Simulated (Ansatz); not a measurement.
Input and command of a calculation in Ansatz (plane waves; scalar-relativistic PAW potentials unless the input names others):

```yaml
crystal:
  lattice:
    - [-0.10015039, 2.433419846, 2.561083808]
    - [2.274982176, -0.10015039, 2.561083808]
    - [2.174831786, 2.333269456, 0.0]
  atoms:
    - { symbol: Pb, position: [0.0, 0.0, 0.0] }
basis:
  ecutwfc: 420
kpoints:
  mp_grid: { grid: [11, 11, 11] }
hamiltonian:
  xc: pbesol
scf:
  occupations: { method: gaussian, width: 0.1 }
  eigensolver: { kind: davidson }
output:
  forces: true
  eigenvalues: true
  stress: true
```

```bash
ansatz run input.yaml --threads 1 --pin off --max-ram 1331MiB --backend cpu --events-out ev --progress --plain --runs-dir out
```

Abridged log:
```
Pseudopotentials: kind: paw
Pseudopotential: Pb, paw, valence charge 14, recommended cutoff 420 eV (normal)
Functional definition: PBEsol
Crystal: 1 atom, lattice volume = 28.305 Å³
Basis set: ecut = 420 eV, 557 PW (Γ), exchange–correlation on 48×48×48 points (8 copies of the dense FFT grid, shifted against one another)
Bands: 11, of which v1, the nominal top of the filled ones, is band 7 counted from 1 (6 counted from 0)
Symmetry: 4 space group operations
Space group: C2/m (ITA 12), of the structure as read, at distance tolerance 3.0e-5 Å
k-points: 366 of 1331
Initial density: superposition of atomic densities (neutral atoms: chi_scale 0, normalization atom), corrected by the library's trained network
Initial wavefunctions: pseudopotential atomic-orbital guess
Functional: x = pbesol(κ = 0.804, μ = 0.12345679), c = pbesol(β = 0.046)
SCF iter   1: F=—  HF=-11754.900297 eV  |F-HF|=—  |Δ(HF+E_count)|=         —  Δρ=2.31e-3  dr2=1.20e-3  ethr=1.77e-3  ⟨swp⟩=10.3  Hψ=19591  notcnv=0
SCF iter   2: F=—  HF=-11754.900209 eV  |F-HF|=—  |Δ(HF+E_count)|=   8.89e-5  Δρ=1.20e-3  dr2=3.47e-4  ethr=8.59e-6  ⟨swp⟩=3.5  Hψ=9514  notcnv=0  defer=55
SCF iter   3: F=—  HF=-11754.900082 eV  |F-HF|=—  |Δ(HF+E_count)|=   1.26e-4  Δρ=1.32e-4  dr2=3.32e-6  ethr=2.39e-8  ⟨swp⟩=4.4  Hψ=18313  notcnv=0  defer=2
SCF iter   4: F=—  HF=-11754.900082 eV  |F-HF|=—  |Δ(HF+E_count)|=   5.45e-8  Δρ=2.01e-5  dr2=1.05e-7  ethr=2.37e-8  ⟨swp⟩=4.0  Hψ=9272  notcnv=0
SCF iter   5: F=-11754.900082 eV  HF=-11754.900082 eV  |F-HF|=3.27e-10  |Δ(HF+E_count)|=   2.40e-8  Δρ=2.58e-6  dr2=1.51e-9  ethr=7.51e-10  ⟨swp⟩=3.5  Hψ=8935  notcnv=0  defer=1
SCF iter   6: F=-11754.900082 eV  HF=-11754.900082 eV  |F-HF|=8.19e-11  |Δ(HF+E_count)|=   1.66e-9  Δρ=1.19e-6  dr2=1.77e-10  ethr=1.08e-11  ⟨swp⟩=4.3  Hψ=9388  notcnv=0  defer=1
the search or the solves at the SCF's close seem to have found levels that the self-consistency loop had missed (the run counts 3). By its estimate they hold under 1e-12 electrons; where the run keeps them, the occupations were computed again with them
SCF 1 converged in 6 iterations: F = -11754.900082 eV  dr2 = 1.77e-10
  Residual-converged pass: ⟨swp⟩=2.3  Hψ=6018  notcnv=0  max |occ|·‖R‖ = 6.6e-6 eV (tolerance 6.7e-6 eV) dr2=1.85e-10  dr2_onsite=8.94e-11  max |Δocc| = 1.6e-9
SCF converged after 6 iterations
Free energy (F): -11754.900082 eV
Harris-Foulkes:  -11754.900082 eV  (|F-HF|=8.19e-11)
Internal energy: -11754.898082 eV  (E = F + TS)
E sigma→0 (E₀):  -11754.899082 eV
Entropy (-TS):   -0.002000 eV (-2.000 meV/atom)
Fermi energy:    11.860933 eV
--- Forces (eV/Å), atoms counted from 1 ---
  atom   1  Pb     0.00000000     0.00000000     0.00000000
--- Stress (GPa, compression-positive) ---
        4.867214       2.988664       0.000000
        2.988664       3.712959       0.000000
        0.000000       0.000000       2.030580
  P = ⅓ Tr σ = 3.5369 GPa (35.369 kbar)
```

Apart from outputs and empty bands, the input differs from a reference run on usual settings in kpoints.mp_grid.grid: [14, 14, 14] → [11, 11, 11]; scf.eigensolver.kind: not typed → "davidson". The reference, at the same geometry (not necessarily relaxed), gave pressure 3.62 GPa, largest force 0.000 eV/Å, no gap on the mesh. This run converged in 6 SCF iterations (reference: 6) with an energy at zero smearing 0.73 meV/atom below the reference's, pressure 3.54 GPa, largest force 0.000 eV/Å, no gap on the mesh. Its k mesh is looser than usual, yet energy, pressure and forces hardly moved.